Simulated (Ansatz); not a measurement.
## Band table of IrO₂

```xyz
6
Lattice="4.6340 0.0000 0.0000 0.0000 4.6340 0.0000 0.0000 0.0000 3.1460" Properties=species:S:1:pos:R:3 pbc="T T T"
Ir    0.0000    0.0000    0.0000
Ir    2.3170    2.3170    1.5730
O     1.4412    1.4412    0.0000
O     0.8758    3.7581    1.5730
O     3.1928    3.1928    0.0000
O     3.7581    0.8758    1.5730
```

Atoms are numbered in the order listed.

The cell comes from COD entry 1538153, which wasn't checked; take it as a given geometry. It is an old determination, and later ones may differ. The listed cell was then made from it by scaling, straining or moving an atom.

Spin–orbit coupling is left out, though it moves levels of the heavy atoms by tenths of an eV or more.

All numbers below come from DFT, PBE, all-electron LAPW, scalar-relativistic in Ansatz 0.2.0.

The runs use a Γ-centred 8×8×11 k mesh, Fermi–Dirac smearing of 0.05 eV, basis error target 0.5 meV/atom, no spin polarisation.

Path points, in fractions of the reciprocal vectors: Γ (0.000, 0.000, 0.000), X (0.000, 0.500, 0.000), M (0.500, 0.500, 0.000), Z (0.000, 0.000, 0.500), R (0.000, 0.500, 0.500), A (0.500, 0.500, 0.500). Levels in eV from the Fermi level; bands 45 to 74, counted from the lowest band of the run. The gap is zero.

```
# k(1/Å) point b45 b46 b47 b48 b49 b50 b51 b52 b53 b54 b55 b56 b57 b58 b59 b60 b61 b62 b63 b64 b65 b66 b67 b68 b69 b70 b71 b72 b73 b74
0.000 Γ -20.78 -19.70 -18.71 -18.71 -9.35 -9.06 -7.64 -7.64 -7.33 -4.76 -4.75 -4.75 -3.43 -2.80 -2.80 -2.56 -2.48 -2.23 -2.23 -2.08 -1.80 0.44 1.11 3.71 4.15 4.15 5.31 8.56 8.56 11.31
0.136 - -20.75 -19.70 -18.75 -18.73 -9.26 -9.00 -7.64 -7.64 -7.27 -4.90 -4.86 -4.78 -3.59 -3.18 -2.96 -2.48 -2.32 -2.15 -2.08 -1.92 -1.69 0.59 1.05 3.88 4.10 4.11 5.23 8.52 8.59 11.25
0.271 - -20.65 -19.71 -18.85 -18.78 -9.01 -8.81 -7.62 -7.61 -7.09 -5.26 -5.19 -4.84 -3.91 -3.81 -3.16 -2.50 -2.09 -1.96 -1.78 -1.69 -1.41 0.83 1.07 3.98 4.01 4.28 5.04 8.36 8.70 11.06
0.407 - -20.49 -19.76 -18.95 -18.85 -8.66 -8.54 -7.60 -7.58 -6.79 -5.71 -5.65 -4.88 -4.50 -4.25 -3.22 -2.64 -1.86 -1.71 -1.55 -1.52 -1.04 0.54 1.70 3.83 3.88 4.32 5.25 8.00 8.93 10.73
0.542 - -20.30 -19.89 -19.00 -18.92 -8.30 -8.25 -7.58 -7.56 -6.40 -6.12 -6.06 -5.19 -4.86 -4.54 -3.15 -2.83 -1.67 -1.51 -1.48 -1.36 -0.63 0.18 2.42 3.72 3.76 3.81 5.97 7.44 9.28 10.26
0.678 X -20.08 -20.08 -18.98 -18.98 -8.12 -8.12 -7.56 -7.56 -6.31 -6.31 -5.81 -5.81 -4.75 -4.75 -3.01 -3.01 -1.56 -1.56 -1.35 -1.35 -0.21 -0.21 3.15 3.15 3.69 3.69 6.74 6.74 9.75 9.75
0.814 - -20.09 -20.09 -18.97 -18.97 -8.28 -8.28 -7.58 -7.58 -6.17 -6.17 -5.68 -5.68 -4.69 -4.69 -3.11 -3.11 -1.60 -1.60 -1.42 -1.42 -0.16 -0.16 3.03 3.03 3.74 3.74 6.87 6.87 9.71 9.71
0.949 - -20.12 -20.12 -18.93 -18.93 -8.60 -8.60 -7.62 -7.62 -5.93 -5.93 -5.29 -5.29 -4.54 -4.54 -3.34 -3.34 -1.72 -1.72 -1.61 -1.61 -0.04 -0.04 2.74 2.74 3.85 3.85 7.21 7.21 9.57 9.57
1.085 - -20.14 -20.14 -18.88 -18.88 -8.91 -8.91 -7.66 -7.66 -5.65 -5.65 -4.85 -4.85 -4.34 -4.34 -3.58 -3.58 -1.94 -1.94 -1.87 -1.87 0.09 0.09 2.41 2.41 3.99 3.99 7.66 7.66 9.34 9.34
1.220 - -20.16 -20.16 -18.84 -18.84 -9.12 -9.12 -7.69 -7.69 -5.33 -5.33 -4.74 -4.74 -4.15 -4.15 -3.55 -3.55 -2.22 -2.22 -2.10 -2.10 0.19 0.19 2.17 2.17 4.10 4.10 8.13 8.13 9.01 9.01
1.356 M -20.17 -20.17 -18.83 -18.83 -9.19 -9.19 -7.71 -7.71 -5.00 -5.00 -4.98 -4.98 -4.06 -4.06 -3.39 -3.39 -2.39 -2.39 -2.20 -2.20 0.22 0.22 2.08 2.08 4.14 4.14 8.51 8.51 8.68 8.68
1.548 - -20.22 -20.10 -18.89 -18.82 -9.19 -8.91 -7.70 -7.67 -5.68 -5.24 -4.97 -4.40 -4.35 -4.05 -3.92 -3.25 -2.38 -2.20 -1.94 -1.87 0.05 0.27 1.98 2.51 3.99 4.14 7.62 8.57 8.59 9.40
1.739 - -20.35 -19.91 -18.99 -18.79 -9.19 -8.27 -7.69 -7.58 -6.33 -6.08 -4.91 -4.75 -4.05 -4.02 -3.98 -2.89 -2.36 -2.21 -1.58 -1.41 -0.40 0.43 1.68 3.47 3.74 4.14 6.45 8.43 8.68 10.09
1.931 - -20.55 -19.75 -18.97 -18.75 -9.20 -8.26 -7.67 -7.56 -6.87 -6.12 -4.89 -4.83 -3.92 -3.75 -3.60 -2.55 -2.36 -2.22 -1.53 -1.40 -1.00 0.70 1.23 3.74 4.14 4.32 5.27 8.39 8.71 10.72
2.123 - -20.71 -19.70 -18.81 -18.73 -9.25 -8.87 -7.65 -7.61 -7.21 -5.22 -4.81 -4.77 -3.67 -3.26 -3.17 -2.41 -2.38 -2.22 -1.86 -1.79 -1.57 0.71 0.99 4.00 4.04 4.15 5.15 8.49 8.62 11.17
2.315 Γ -20.78 -19.70 -18.71 -18.71 -9.35 -9.06 -7.64 -7.64 -7.33 -4.76 -4.75 -4.75 -3.43 -2.80 -2.80 -2.56 -2.48 -2.23 -2.23 -2.08 -1.80 0.44 1.11 3.71 4.15 4.15 5.31 8.56 8.56 11.31
2.514 - -20.68 -19.64 -18.77 -18.77 -9.21 -8.96 -7.58 -7.58 -7.23 -5.17 -4.66 -4.66 -4.05 -3.37 -3.37 -2.49 -2.08 -1.98 -1.97 -1.65 -1.65 0.69 1.01 3.88 3.88 3.92 5.25 8.97 8.97 11.28
2.714 - -20.42 -19.49 -18.91 -18.91 -8.80 -8.66 -7.39 -7.39 -6.92 -6.03 -5.04 -4.50 -4.50 -4.04 -4.04 -2.51 -2.25 -1.85 -1.64 -0.93 -0.93 0.71 1.26 3.33 3.33 3.87 5.64 9.92 9.92 11.15
2.914 - -20.05 -19.34 -19.08 -19.08 -8.28 -8.22 -7.10 -7.10 -6.85 -6.43 -5.95 -4.86 -4.86 -4.10 -4.10 -3.25 -1.89 -1.83 -1.41 -0.31 -0.31 0.26 1.79 2.86 2.86 3.22 6.73 10.82 11.01 11.01
3.114 - -19.67 -19.28 -19.21 -19.21 -7.97 -7.69 -7.35 -6.78 -6.78 -6.61 -5.77 -5.36 -5.36 -4.11 -3.97 -3.97 -1.80 -1.44 -1.42 -0.29 0.11 0.11 2.10 2.58 2.58 2.59 8.00 10.16 11.95 11.95
3.313 Z -19.39 -19.39 -19.26 -19.26 -7.79 -7.79 -7.03 -7.03 -6.59 -6.59 -5.60 -5.60 -4.97 -4.97 -3.93 -3.93 -1.65 -1.65 -0.87 -0.87 0.26 0.26 2.27 2.27 2.50 2.50 9.18 9.18 11.82 11.82
3.449 - -19.42 -19.42 -19.22 -19.22 -7.80 -7.80 -7.20 -7.20 -6.42 -6.42 -5.59 -5.59 -4.87 -4.87 -3.99 -3.99 -1.64 -1.64 -0.99 -0.99 0.30 0.30 1.93 1.93 2.89 2.89 9.19 9.19 11.49 11.49
3.584 - -19.48 -19.48 -19.16 -19.16 -7.87 -7.87 -7.38 -7.38 -6.17 -6.17 -5.56 -5.56 -4.58 -4.58 -4.15 -4.15 -1.62 -1.62 -1.30 -1.30 0.37 0.37 1.58 1.58 3.38 3.38 9.21 9.21 11.01 11.01
3.720 - -19.53 -19.53 -19.11 -19.11 -8.01 -8.01 -7.43 -7.43 -5.98 -5.98 -5.49 -5.49 -4.48 -4.48 -4.04 -4.04 -1.76 -1.76 -1.59 -1.59 0.43 0.43 1.31 1.31 3.82 3.82 9.24 9.24 10.58 10.58
3.856 - -19.56 -19.56 -19.07 -19.07 -8.14 -8.14 -7.41 -7.41 -5.88 -5.88 -5.36 -5.36 -4.72 -4.72 -3.54 -3.54 -2.26 -2.26 -1.58 -1.58 0.48 0.48 1.14 1.14 4.13 4.13 9.28 9.28 10.26 10.26
3.991 R -19.57 -19.57 -19.06 -19.06 -8.18 -8.18 -7.40 -7.40 -5.84 -5.84 -5.25 -5.25 -4.88 -4.88 -3.16 -3.16 -2.62 -2.62 -1.57 -1.57 0.49 0.49 1.09 1.09 4.24 4.24 9.31 9.31 10.14 10.14
4.127 - -19.56 -19.56 -19.07 -19.07 -8.16 -8.16 -7.41 -7.41 -5.95 -5.95 -5.40 -5.40 -4.66 -4.66 -3.22 -3.22 -2.49 -2.49 -1.57 -1.57 0.44 0.44 1.15 1.15 4.16 4.16 9.32 9.32 10.09 10.09
4.262 - -19.52 -19.52 -19.11 -19.11 -8.08 -8.08 -7.43 -7.43 -6.23 -6.23 -5.51 -5.51 -4.35 -4.35 -3.28 -3.28 -2.19 -2.19 -1.57 -1.57 0.29 0.29 1.35 1.35 3.91 3.91 9.35 9.35 9.94 9.94
4.398 - -19.46 -19.46 -19.16 -19.16 -7.96 -7.96 -7.44 -7.44 -6.58 -6.58 -5.55 -5.55 -4.12 -4.12 -3.30 -3.30 -1.83 -1.83 -1.57 -1.57 0.05 0.05 1.67 1.67 3.53 3.53 9.36 9.36 9.71 9.71
4.534 - -19.40 -19.40 -19.23 -19.23 -7.84 -7.84 -7.41 -7.41 -6.90 -6.90 -5.57 -5.57 -4.00 -4.00 -3.28 -3.28 -1.58 -1.58 -1.48 -1.48 -0.21 -0.21 2.08 2.08 3.08 3.08 9.33 9.33 9.52 9.52
4.669 A -19.34 -19.34 -19.28 -19.28 -7.79 -7.79 -7.35 -7.35 -7.07 -7.07 -5.58 -5.58 -3.96 -3.96 -3.26 -3.26 -1.58 -1.58 -1.32 -1.32 -0.35 -0.35 2.45 2.45 2.69 2.69 9.30 9.30 9.46 9.46
4.861 - -19.47 -19.33 -19.29 -19.16 -7.99 -7.73 -7.47 -7.32 -7.15 -6.54 -5.58 -5.56 -4.07 -3.98 -3.49 -3.13 -1.85 -1.58 -1.57 -1.28 -0.36 0.07 1.66 2.46 2.70 3.52 9.27 9.37 9.59 9.68
5.053 - -19.56 -19.32 -19.31 -19.07 -8.16 -7.55 -7.50 -7.34 -7.21 -5.70 -5.59 -5.53 -4.33 -4.13 -4.02 -3.14 -2.30 -1.60 -1.57 -1.17 -0.30 0.50 1.11 2.47 2.67 4.09 9.22 9.29 10.14 10.38
5.244 - -19.56 -19.35 -19.29 -19.07 -8.10 -7.57 -7.49 -7.30 -7.01 -5.60 -5.53 -5.03 -4.85 -4.64 -4.16 -3.74 -1.85 -1.62 -1.59 -1.03 -0.10 0.63 1.06 2.49 2.54 4.00 9.15 9.28 10.81 11.03
5.436 - -19.48 -19.38 -19.27 -19.16 -7.89 -7.73 -7.36 -7.11 -6.75 -5.96 -5.60 -5.57 -4.88 -4.68 -4.19 -3.92 -1.64 -1.63 -1.22 -0.91 0.14 0.46 1.53 2.37 2.49 3.33 9.17 9.22 11.28 11.49
5.628 Z -19.39 -19.39 -19.26 -19.26 -7.79 -7.79 -7.03 -7.03 -6.59 -6.59 -5.60 -5.60 -4.97 -4.97 -3.93 -3.93 -1.65 -1.65 -0.87 -0.87 0.26 0.26 2.27 2.27 2.50 2.50 9.18 9.18 11.82 11.82
5.869 - -19.66 -19.32 -19.21 -19.18 -7.94 -7.67 -7.48 -6.92 -6.64 -6.56 -5.68 -5.33 -5.29 -4.09 -4.04 -3.97 -1.75 -1.53 -1.42 -0.47 0.14 0.18 1.97 2.08 2.76 3.12 8.03 10.16 11.33 11.58
6.111 - -19.96 -19.32 -19.18 -19.11 -8.10 -8.09 -7.23 -7.12 -6.80 -6.42 -6.08 -4.81 -4.66 -4.45 -4.35 -2.97 -2.25 -1.50 -1.22 -0.67 -0.21 0.24 1.91 2.11 2.95 3.91 6.98 10.19 10.85 10.91
6.352 - -20.17 -19.51 -19.14 -19.02 -8.27 -8.16 -7.42 -7.36 -6.54 -6.04 -6.00 -5.23 -5.14 -4.28 -3.80 -2.93 -1.92 -1.19 -1.10 -1.09 -0.62 0.26 1.98 2.51 3.17 4.27 6.36 8.95 10.08 10.99
6.594 - -20.21 -19.82 -19.05 -18.97 -8.19 -8.13 -7.59 -7.56 -6.31 -5.95 -5.94 -5.45 -5.29 -4.69 -3.18 -2.86 -1.69 -1.61 -1.10 -1.09 -0.64 0.11 2.41 3.15 3.51 3.97 6.29 7.73 9.58 10.43
6.835 X -20.08 -20.08 -18.98 -18.98 -8.12 -8.12 -7.56 -7.56 -6.31 -6.31 -5.81 -5.81 -4.75 -4.75 -3.01 -3.01 -1.56 -1.56 -1.35 -1.35 -0.21 -0.21 3.15 3.15 3.69 3.69 6.74 6.74 9.75 9.75
```
